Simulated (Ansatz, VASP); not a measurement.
**GaSb: 3 runs at one level of theory**

The starting cell:

```
CELL_PARAMETERS angstrom
0.00000 3.05900 3.05900
3.05900 0.00000 3.05900
3.05900 3.05900 0.00000
ATOMIC_POSITIONS crystal
Sb 0.75000 0.75000 0.75000
Ga 0.00000 0.00000 0.00000
```

Alike in all runs: task relaxation of cell and atoms; functional PBEsol; dispersion D4; k mesh 8 × 8 × 8; occupations fermi-dirac, width 0.05 eV; no spin polarisation; no spin-orbit coupling.

```tsv
program and potentials	plane-wave cutoff (eV)	notes	equilibrium volume (Å³/atom)
Ansatz, Ansatz PAW	420	potentials made for PBE, which Ansatz adapts in part; 14 valence electrons an atom on average	27.84
VASP, PBE PAW files Ga_d, Sb, 600 eV	600	potentials made for PBE; 9 valence electrons an atom on average	27.87
Ansatz, all-electron LAPW, scalar-relativistic	-	-	27.84
```

The equilibrium volume spans 27.84 (Ansatz, Ansatz PAW) to 27.87 Å³/atom (VASP, PBE PAW files Ga_d, Sb, 600 eV), with all-electron results at 27.84. Relaxations stop with a little pressure left, so the last digit of a volume isn't settled.

The functional is the same throughout but for its coding, so the spread measures potentials, basis and numerics; runs on potential files found faulty are left out.
